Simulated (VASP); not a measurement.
# BN (Qingsongite) (F-43m) in VASP: settings compared

Aim: see how the results for BN (Qingsongite) move with the level of theory and the settings. Levels: PBE+D4, PBE+D3(BJ), r2SCAN+rVV10. Tasks: single point.

Everything below comes from runs of VASP 6.6.1. Logs are shortened: lines on timing, memory, paths and dates and some standing lists are left out, and cuts for length are marked.

**What was measured.**

A printed reference work, monograph reports, for a bulk crystal of BN at 300 K: band gap 6.4 eV (indirect).

The runs below are set against these values where they give the same quantity.

## (1) The cell of the first run

The structure is cubic, space group F-43m (No. 216). The conventional cell has a = 3.607 Å, b = 3.607 Å, c = 3.607 Å, α = 90.00°, β = 90.00°, γ = 90.00°. B (site symmetry -43m) has 4 N at 1.56 Å within 2.1 Å. Within 2.1 Å of N (site symmetry -43m) lie 4 B at 1.56 Å.

## (2) Single point, PBE+D4

Input file INCAR:

```
  ALGO = Normal
  EDIFF = 1E-6
  ENCUT = 520
  GGA = PE
  ISIF = 2
  ISMEAR = 1
  IVDW = 13
  LASPH = T
  LCHARG = T
  LELF = T
  LREAL = F
  LVHAR = T
  LWAVE = F
  NBANDS = 11
  NELM = 60
  PREC = Accurate
  SIGMA = 0.02
```

Input file KPOINTS:

```
k-points
0
Gamma
  9 9 9
```

Input file POSCAR:

```
BN
1.0
    2.5503862953      0.0000000000      0.0000000000
    1.2751931477      2.2086993212      0.0000000000
    1.2751931477      0.7362331071      2.0823816902
B N
1 1
Direct
    0.0000000000      0.0000000000      0.0000000000
    0.2500000000      0.2500000000      0.2500000000
```

Potentials or basis: VASP PAW PBE potentials, release 64 (B, N).

Launch:

```
> cat potpaw_PBE.64/B/POTCAR potpaw_PBE.64/N/POTCAR > POTCAR
> mpirun -np 1 vasp_std > vasp.out
```

OUTCAR:

```text
EDIFF = 1E-6
   ENCUT = 520
   GGA = PE
   ISIF = 2
   ISMEAR = 1
   IVDW = 13
   LASPH = T
   LREAL = F
   NELM = 60
   PREC = Accurate

 ion  position               nearest neighbor table
   1  0.000  0.000  0.000-   2 1.56   2 1.56   2 1.56   2 1.56
   2  0.250  0.250  0.250-   1 1.56   1 1.56   1 1.56   1 1.56

  LATTYP: Found a face centered cubic cell.
 ALAT       =     3.6067908881

  Lattice vectors:

 A1 = (   2.5503862953,   0.0000000000,   0.0000000000)
 A2 = (   1.2751931477,   2.2086993212,   0.0000000000)
 A3 = (   1.2751931477,   0.7362331071,   2.0823816902)

Analysis of symmetry for initial positions (statically):
=====================================================================
 Subroutine PRICEL returns:
 Original cell was already a primitive cell.

 Routine SETGRP: Setting up the symmetry group for a
 face centered cubic supercell.

 Subroutine GETGRP returns: Found 24 space group operations
 (whereof 24 operations were pure point group operations)
 out of a pool of 48 trial point group operations.

The static configuration has the point symmetry T_d .

Analysis of symmetry for dynamics (positions and initial velocities):
=====================================================================
 Subroutine PRICEL returns:
 Original cell was already a primitive cell.

 Routine SETGRP: Setting up the symmetry group for a
 face centered cubic supercell.

 Subroutine GETGRP returns: Found 24 space group operations
 (whereof 24 operations were pure point group operations)
 out of a pool of 48 trial point group operations.

The dynamic configuration has the point symmetry T_d .

 Subroutine INISYM returns: Found 24 space group operations
 (whereof 24 operations are pure point group operations),
 and found     1 'primitive' translations

----------------------------------------------------------------------------------------

                                     Primitive cell

  volume of cell :      11.7301

  direct lattice vectors                    reciprocal lattice vectors
     2.550386295  0.000000000  0.000000000     0.392097465 -0.226377577 -0.160073120
     1.275193148  2.208699321  0.000000000     0.000000000  0.452755153 -0.160073120
     1.275193148  0.736233107  2.082381690     0.000000000  0.000000000  0.480219359

  length of vectors
     2.550386295  2.550386295  2.550386295     0.480219359  0.480219359  0.480219359

  position of ions in fractional coordinates (direct lattice)
     0.000000000  0.000000000  0.000000000
[... 86 lines left out ...]
   POTIM  = 0.5000    time-step for ionic-motion
   TEBEG  =    0.0;   TEEND  =   0.0 temperature during run
   PSTRESS=    0.0 pullay stress
   NELECT =       8.0000    total number of electrons
   NUPDOWN=      -1.0000    fix difference up-down
   EMIN   =  10.00;   EMAX   =-10.00  energy-range for DOS
   EFERMI =   0.00;   METHOD = LEGACY
   ISMEAR =     1;   SIGMA  =   0.02  broadening in eV -4-tet -1-fermi 0-gaus
   EFERMI_NEDOS =   21; number of points for ismear=-14 and -15
   IALGO  =     38    algorithm
   IMIX   =      4    mixing-type and parameters
     AMIX     =   0.40;   BMIX     =  1.00
     AMIX_MAG =   1.60;   BMIX_MAG =  1.00
  volume/ion in A,a.u.               =       5.87        39.58
  Fermi-wavevector in a.u.,A,eV,Ry     =   1.441022  2.723136 28.253091  2.076544
  Thomas-Fermi vector in A             =   2.559701
   LORBIT       =      0    0 simple, 1 ext, 2 COOP (PROOUT), +10 PAW based schemes
   GGA     = PE    functional components
   LHFCALC =     F    Hartree Fock is set to
   AEXX    =    0.0000 exact exchange contribution
   IVDW    =    13    specifies the selected vdW correction
   LEPSILON=     F    determine dielectric tensor
   LRPA    =     F    only Hartree local field effects (RPA)
 non-spin polarized calculation
 Methfessel and Paxton  Order N= 1 SIGMA  =   0.02
  energy-cutoff  :      520.00
  volume of cell :       11.73
 maximum number of plane-waves:       331
   NGX =  9   NGY =  9   NGZ =  9

 number of electron       7.9999999 magnetization

 Free energy of the ion-electron system (eV)
  ---------------------------------------------------
  ext. energy  EPLUGINS =         0.00000000
  ---------------------------------------------------
  free energy    TOTEN  =       -17.44726489 eV

  energy without entropy =      -17.44726489  energy(sigma->0) =      -17.44726489

 E-fermi :   7.6225     XC(G=0): -12.8558

 val. band max:        7.4871951249   @ k =   0.0000   0.0000   0.0000
 cond. band min:      12.1093785004   @ k =   0.4444   0.4444   0.0000
 fundamental gap:      4.6221833755
 Fermi energy:         7.6225370692

 k-point     1 :       0.0000    0.0000    0.0000
  band No.  band energies     occupation
      1     -12.8213      2.00000
      2       7.4872      2.00000
      3       7.4872      2.00000
      4       7.4872      2.00000
      5      16.3396      0.00000
      6      16.3396      0.00000
      7      16.3396      0.00000
      8      17.9477      0.00000
      9      32.3680      0.00000
     10      35.3389      0.00000
     11      35.3389      0.00000
[... 309 lines left out ...]
 k-point    24 :       0.4444    0.4444    0.0000
  band No.  band energies     occupation
      1      -7.5728      2.00000
      2      -1.0208      2.00000
      3       2.6492      2.00000
      4       2.6492      2.00000
      5      12.1094      0.00000
      6      16.8691      0.00000
      7      25.1934      0.00000
      8      25.1934      0.00000
      9      28.1824      0.00000
     10      34.9173      0.00000
     11      41.6139      0.00000

 [... further k-points ...]

------------------------ aborting loop because EDIFF is reached ----------------------------------------

  DFT-D4 for vdW energy calculation

  Edisp (eV):   -0.47937

  FORCE on cell =-STRESS in cart. coord.  units (eV):
  Direction    XX          YY          ZZ          XY          YZ          ZX
  --------------------------------------------------------------------------------------
  -------------------------------------------------------------------------------------
  Total       0.02158     0.02158     0.02158     0.00000     0.00000     0.00000
  in kB       2.94735     2.94735     2.94735     0.00000     0.00000     0.00000
  external pressure =        2.95 kB  Pullay stress =        0.00 kB

 VOLUME and BASIS-vectors are now :
 -----------------------------------------------------------------------------
  energy-cutoff  :      520.00
  volume of cell :       11.73
      direct lattice vectors                 reciprocal lattice vectors
     2.550386295  0.000000000  0.000000000     0.392097465 -0.226377577 -0.160073120
     1.275193148  2.208699321  0.000000000     0.000000000  0.452755153 -0.160073120
     1.275193148  0.736233107  2.082381690     0.000000000  0.000000000  0.480219359

 POSITION                                       TOTAL-FORCE (eV/Angst)
 -----------------------------------------------------------------------------------
      0.00000      0.00000      0.00000        -0.000000     -0.000000     -0.000000
      1.27519      0.73623      0.52060         0.000000      0.000000      0.000000
 -----------------------------------------------------------------------------------
    total drift:                                0.000000      0.000000     -0.000000

  FREE ENERGIE OF THE ION-ELECTRON SYSTEM (eV)
  ---------------------------------------------------
  free  energy   TOTEN  =       -17.9266377255 eV

  energy  without entropy=      -17.9266377255  energy(sigma->0) =      -17.92663773
```

Wall time 7.3 s (1 thread of Intel Xeon Platinum 8259CL at 2.50GHz (Skylake/Cascade Lake), shared host); peak memory 0.12 GiB.

What came out:

```yaml
Free_energy: -17.9266 eV
Pressure: 0.3 GPa
Band_gap_on_the_k_mesh: 4.62 eV, indirect (least direct gap 8.85 eV)
Dispersion_energy_per_atom: -0.240 eV
```

Levels at points of the mesh, in eV from the valence-band top:
| k point | band 2 | band 3 | band 4 | band 5 | band 6 | band 7 |
| --- | --- | --- | --- | --- | --- | --- |
| (0.00, 0.00, 0.00) | 0.00 | 0.00 | 0.00 | 8.85 | 8.85 | 8.85 |

## (3) Single point, PBE+D3(BJ)

Input file INCAR:

```
ALGO = Normal ; EDIFF = 1E-7
ENCUT = 520 ; GGA = PE
ISIF = 2 ; ISMEAR = 1
IVDW = 12 ; LASPH = True
LCHARG = False ; LREAL = False
LWAVE = False ; NBANDS = 11
NELM = 60 ; PREC = Accurate
SIGMA = 0.02
```

KPOINTS is that of step 2.

Input file POSCAR:

```
BN
1.0
    2.5501826564      0.0000000000      0.0000000000
    1.2750913282      2.2085229647      0.0000000000
    1.2750913282      0.7361743216      2.0822154197
B N
1 1
Direct
    0.0000000000      0.0000000000      0.0000000000
    0.2500000000      0.2500000000      0.2500000000
```

Potentials or basis: VASP PAW PBE potentials, release 64 (B, N).

Launch:

```
> cat potpaw_PBE.64/B/POTCAR potpaw_PBE.64/N/POTCAR > POTCAR
> mpirun -np 1 vasp_std > vasp.out
```

It took 4.7 s on 1 thread of Intel Xeon Platinum 8259CL at 2.50GHz (Skylake/Cascade Lake), shared host; peak memory 0.13 GiB.

It converged, with:

```
Free energy                : -17.8685 eV
Pressure                   : 0.3 GPa
Band gap on the k mesh     : 4.62 eV, indirect (least direct gap 8.85 eV)
Dispersion energy per atom : -0.211 eV
```

Levels at points of the mesh, in eV from the valence-band top:
```csv
k point,band 1,band 2,band 3,band 4,band 5,band 6,band 7,band 8
"(0.00, 0.00, 0.00)",-20.31,0.00,0.00,0.00,8.85,8.85,8.85,10.46
```

## (4) Single point, r2SCAN+rVV10

Input file POSCAR:

```
BN
1.0
    2.5504159254      0.0000000000      0.0000000000
    1.2752079627      2.2087249816      0.0000000000
    1.2752079627      0.7362416605      2.0824058830
B N
1 1
Direct
    0.0000000000      0.0000000000      0.0000000000
    0.2500000000      0.2500000000      0.2500000000
```

Input file INCAR.step1:

```
SYSTEM = BN
ALGO = Normal
EDIFF = 1E-4
ENCUT = 520
GGA = PE
ISMEAR = 1
LASPH = .TRUE.
LCHARG = .FALSE.
LREAL = .FALSE.
LWAVE = .TRUE.
NBANDS = 11
NELM = 60
PREC = Accurate
SIGMA = 0.02
```

Input file INCAR.step2:

```
SYSTEM = BN
ALGO = Normal
BPARAM = 11.95
CPARAM = 0.0093
EDIFF = 1E-7
ENCUT = 520
ISIF = 2
ISMEAR = 1
ISTART = 1
IVDW_NL = 2
LASPH = .TRUE.
LCHARG = .FALSE.
LMIXTAU = .TRUE.
LREAL = .FALSE.
LUSE_VDW = .TRUE.
LWAVE = .FALSE.
METAGGA = R2SCAN
NBANDS = 11
NELM = 60
PREC = Accurate
SIGMA = 0.02
```

Input file KPOINTS:

```
k-points
0
G
  9 9 9
  0 0 0
```

Launch:

```
> cat potpaw_PBE.64/B/POTCAR potpaw_PBE.64/N/POTCAR > POTCAR
> cp INCAR.step1 INCAR
> mpirun -np 1 vasp_std > vasp.out
> cp INCAR.step2 INCAR
> mpirun -np 1 vasp_std > vasp.out
```

Run time: 31 s. Hardware: 1 thread of Intel Xeon Platinum 8259CL at 2.50GHz (Skylake/Cascade Lake), shared host; peak memory 0.17 GiB.

The run converged. Its results:

* Free energy: -19.0721 eV
* Pressure: 1.2 GPa
* Band gap on the k mesh: 5.10 eV, indirect (least direct gap 9.55 eV)

Levels at points of the mesh, in eV from the valence-band top:
| k point | band 1 | band 2 | band 3 | band 4 | band 5 | band 6 | band 7 | band 8 |
| --- | --- | --- | --- | --- | --- | --- | --- | --- |
| (0.00, 0.00, 0.00) | -21.38 | 0.00 | 0.00 | 0.00 | 9.55 | 9.55 | 9.55 | 11.14 |

Caveat: the PAW data sets were made with another functional, which shifts forces and pressure a little.

## (5) Summary

```csv
level,gap on the mesh (eV),pressure (GPa)
PBE+D4,4.62,0.3
PBE+D3(BJ),4.62,0.3
r2SCAN+rVV10,5.10,1.2
```

Alike in all rows: task single point; potentials or basis VASP PAW PBE potentials, release 64 (B, N); no spin polarisation; cell as given; k mesh 9 × 9 × 9; cutoff (eV) 520; smearing methfessel-paxton 0.02 eV.

On the cell as given the gap runs from 4.62 eV (PBE+D4) to 5.10 eV (r2SCAN+rVV10). The pressure there spans 0.3 GPa (PBE+D3(BJ)) to 1.2 GPa (r2SCAN+rVV10); a positive pressure means that this level wants a larger cell, a negative one a smaller.

Caveats: the PAW data sets were made with another functional, which shifts forces and pressure a little (some runs).

Absolute energies hang on the potentials; compare differences alone.

## (6) Comparison with measurements

Step 2. A measured gap of BN is 6.4 eV (indirect; 300 K; a printed reference work, monograph); the calculated 4.62 eV misses it by -1.78 eV. The value is that of PBE+D4 on a finite k mesh, which can miss the band edges, without temperature or zero-point motion. Semilocal functionals fall short of measured gaps as a rule.

Step 3. Against the measured gap of BN, 6.4 eV (indirect; 300 K; a printed reference work, monograph), the calculated 4.62 eV is off by -1.78 eV. The value is that of PBE+D3(BJ) on a finite k mesh, which can miss the band edges, without temperature or zero-point motion. Semilocal functionals fall short of measured gaps as a rule.

Step 4. Measured gap of BN: 6.4 eV (indirect; 300 K; a printed reference work, monograph). This calculation gives 5.10 eV (-1.30 eV). The value is that of r2SCAN+rVV10 on a finite k mesh, which can miss the band edges, without temperature or zero-point motion.
